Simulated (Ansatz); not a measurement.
The reference is BaSnO₃ in the cubic perovskite structure (space group Pm-3m, No. 221).

```xyz
5
Lattice="4.1219 0.0000 0.0000 0.0000 4.1219 0.0000 0.0000 0.0000 4.1219" Properties=species:S:1:pos:R:3 pbc="T T T"
Ba     0.0000     0.0000     0.0000
Sn     2.0609     2.0609     2.0609
O      0.0000     2.0609     2.0609
O      2.0609     2.0609     0.0000
O      2.0609     0.0000     2.0609
```

Cartesian axes are those of the cell as printed.

All numbers come from Ansatz (an electronic-structure program) PBEsol, no spin-orbit coupling.

Before the change:

```
Item                             Result
-----------------------------  --------
Shortest interatomic distance   2.061 Å
Pressure                       0.00 GPa
```

Perturbation: strain tensor (xx, yy, zz, yz, xz, xy) = (−0.43, −0.53, +0.61, +1.37, +0.47, −0.15) %, atoms relaxed at fixed cell.

Task: What does the calculation give for the shortest interatomic distance after the change?

Result: The shortest interatomic distance drops by 0.011 Å to 2.050 Å.

Task: How does this affect the pressure?

Result: The pressure (mean of the normal stresses, compression positive) goes from zero to 0.63 GPa.

Task: What happens to the energy relative to the base?

Result: The energy increases by 4.3 meV/atom.

Whether these cells are dynamically stable was not tested.
